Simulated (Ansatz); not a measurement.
# GaP: Ga vacancy

These are results of DFT PBE, scalar-relativistic, plane waves, PAW (Ansatz 0.2.0), not measurements. Run with 420 eV cutoff, 3×3×3 k-mesh, Gaussian smearing of 0.01 eV, collinear spin in charge 0, -2 alone.

Host crystal, relaxed:

```cif
data_structure
_symmetry_space_group_name_H-M 'P 1'
_symmetry_Int_Tables_number 1
_cell_length_a 3.8927
_cell_length_b 3.8927
_cell_length_c 3.8927
_cell_angle_alpha 60.000
_cell_angle_beta 60.000
_cell_angle_gamma 60.000
_cell_volume 41.71
loop_
_atom_site_label
_atom_site_type_symbol
_atom_site_fract_x
_atom_site_fract_y
_atom_site_fract_z
_atom_site_occupancy
Ga1 Ga 0.00000 0.00000 0.00000 1
P1 P 0.25000 0.25000 0.25000 1
```

Supercell of 16 atoms, rows in host cell vectors: 0 -2 2; 0 0 2; -2 0 2. Atoms relax at the host's cell, keeping the symmetry that the supercell leaves at the site. The cell is small, so energies carry finite-size errors of tenths of an eV. The host's Kohn–Sham gap is 1.58 eV. Atoms are taken from and returned to the elements' standard states. Charged cells are corrected for image charges with the computed static dielectric tensor (mean 12.9) and aligned with the host's potential at far atoms (alignment terms reach 1.52 eV; the program doubts the alignment in some charges, where it is up to 1.52 eV). No band-filling term is added, and the Fermi level counts from the host's valence band top.

Defect: Ga vacancy at (0.000, 0.000, 0.000) of the host cell.

(1) What is the formation energy of the neutral defect?

(2) Does the neutral defect carry a moment, and how do its surroundings relax?

(3) Charges 0, -1, -2 were computed. Which is stable where in the gap?

Answers

(1) 3.92 eV.

(2) It changes the cell's moment by 0.19 μB (a fraction, from partly filled bands). The nearest neighbours before are 4 P at 2.38 Å; after relaxation the atoms near the site are 4 P at 2.35 Å; the largest move is 0.03 Å.

(3) Among the charges computed the stable one is 0 at the valence band top, changing to -1 at 0.26 eV, changing to -2 at 0.78 eV. In charge 0, -1, -2 the cell has partly filled bands: a level of the defect may be part filled, the carrier may sit in the host's bands, or levels may cross between the k points, so transitions that involve it are doubtful. Without the alignment that the program doubts, the level (0/-1) would lie at -0.56 eV, outside the gap, so these runs don't decide whether the defect changes charge there. Levels between neighbouring charges: (0/-1) 0.26 eV, (-1/-2) 0.78 eV.